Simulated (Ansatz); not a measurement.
The system is CuO.

```
CELL_PARAMETERS angstrom
0.00000 2.11656 2.11656
2.11656 0.00000 2.11656
2.11656 2.11656 0.00000
ATOMIC_POSITIONS crystal
Cu 0.02950 0.02810 0.90803
O 0.47050 0.47190 0.59197
```

The cell comes from a database or a generator and needn't be the stable form of this composition.

The cell isn't the ideal one: atom 2 moved 0.45 Å.

Program: Ansatz 0.2.0. Alike in all runs: task single point; level HSE06 form with a typed share of exact exchange; potentials or basis Ansatz PAW; no spin polarisation; cell atom 2 moved 0.45 Å; k mesh 6 × 6 × 6; cutoff (eV) 420; smearing fermi-dirac 0.05 eV; the mesh is coarse, so values aren't converged. Hardware: 2 threads of Arm Neoverse V1, on a shared host.

Order these runs on this cell by their wall time, lowest first.
A. share of exact exchange 0.15
B. share of exact exchange 0.5
C. share of exact exchange 0

C (1.9 s), A (35 s), B (130 s).

Caveats: all runs use coarse meshes; an odd number of electrons without spin polarisation forces a metal; a magnetic or distorted state may lie lower; the run has no spin polarisation, though such a crystal can be magnetic.
